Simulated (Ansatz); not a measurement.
Input, command and steps of an Ansatz relaxation.

```yaml
crystal:
  lattice:
    - [4.9779767682, 0.0, 0.0]
    - [0.0, 4.9779767682, 0.0]
    - [0.0, 0.0, 3.1988290412]
  atoms:
    - { symbol: Hf, position: [0.0, 0.0, 0.0] }
    - { symbol: Hf, position: [0.5, 0.5, 0.5] }
    - { symbol: O, position: [0.1948153545, 0.8051846455, 0.5] }
    - { symbol: O, position: [0.3051846455, 0.3051846455, 0.0] }
    - { symbol: O, position: [0.6948153545, 0.6948153545, 0.0] }
    - { symbol: O, position: [0.8051846455, 0.1948153545, 0.5] }
basis:
  ecutwfc: 420
kpoints:
  mp_grid: { grid: [6, 6, 8] }
hamiltonian:
  xc: pbe
scf:
  occupations: { method: gaussian, width: 0.02 }
output:
  forces: true
  stress: true
  eigenvalues: true
relax:
  adjacent_minimum: "off"
  f_tol: 0.008
  max_steps: 40
  cell: { stress_tol: 0.015, fix: [a, b, gamma] }
```

```bash
ansatz run input.yaml --threads 1 --pin off --max-ram 2560MiB --backend cpu --events-out ev --progress --plain --runs-dir out
```

These are results of Ansatz, DFT PBE, scalar-relativistic, plane waves, PAW, not measurements.

Of 4 frames 3 are shown, positions in Å and forces in eV/Å; the SCF threshold varies from step to step. Steps run on the plane waves of an earlier cell, with a Pulay correction in the pressure. The basis is chosen afresh for the last frame, the zero of the energies, and at times for earlier ones too; energy and pressure step there, also at an unchanged geometry.

```xyz
6
Lattice="4.9780 0.0000 0.0000 0.0000 4.9780 0.0000 0.0000 0.0000 3.1988" Properties=species:S:1:pos:R:3:forces:R:3 pbc="T T T" step=1 free_energy_over_end_meV_per_atom=0.01 pressure_GPa=-4.26
Hf    0.0000    0.0000    0.0000    0.0000    0.0000    0.0000
Hf    2.4890    2.4890    1.5994    0.0000    0.0000    0.0000
O     0.9698    4.0082    1.5994    0.0101   -0.0101    0.0000
O     1.5192    1.5192    0.0000   -0.0101   -0.0101    0.0000
O     3.4588    3.4588    0.0000    0.0101    0.0101    0.0000
O     4.0082    0.9698    1.5994   -0.0101    0.0101    0.0000
6
Lattice="4.9780 0.0000 0.0000 0.0000 4.9780 0.0000 0.0000 0.0000 3.2011" Properties=species:S:1:pos:R:3:forces:R:3 pbc="T T T" step=2 free_energy_over_end_meV_per_atom=0.04 pressure_GPa=-4.44
Hf    0.0000    0.0000    0.0000    0.0000    0.0000    0.0000
Hf    2.4890    2.4890    1.6006    0.0000    0.0000    0.0000
O     0.9698    4.0082    1.6006    0.0054   -0.0054    0.0000
O     1.5192    1.5192    0.0000   -0.0054   -0.0054    0.0000
O     3.4588    3.4588    0.0000    0.0054    0.0054    0.0000
O     4.0082    0.9698    1.6006   -0.0054    0.0054    0.0000
6
Lattice="4.9780 0.0000 0.0000 0.0000 4.9780 0.0000 0.0000 0.0000 3.2005" Properties=species:S:1:pos:R:3:forces:R:3 pbc="T T T" step=4 free_energy_over_end_meV_per_atom=0.00 pressure_GPa=-4.40
Hf    0.0000    0.0000    0.0000    0.0000    0.0000    0.0000
Hf    2.4890    2.4890    1.6003    0.0000    0.0000    0.0000
O     0.9701    4.0079    1.6003    0.0018   -0.0018    0.0000
O     1.5189    1.5189    0.0000   -0.0018   -0.0018    0.0000
O     3.4591    3.4591    0.0000    0.0018    0.0018    0.0000
O     4.0079    0.9701    1.6003   -0.0018    0.0018    0.0000
```

It took 22 s on 1 thread of Intel(R) Xeon(R) 6975P-C (Granite Rapids), on a shared host, peak memory 0.51 GiB.

Spin–orbit coupling is left out, which can shift energies with elements as heavy as these.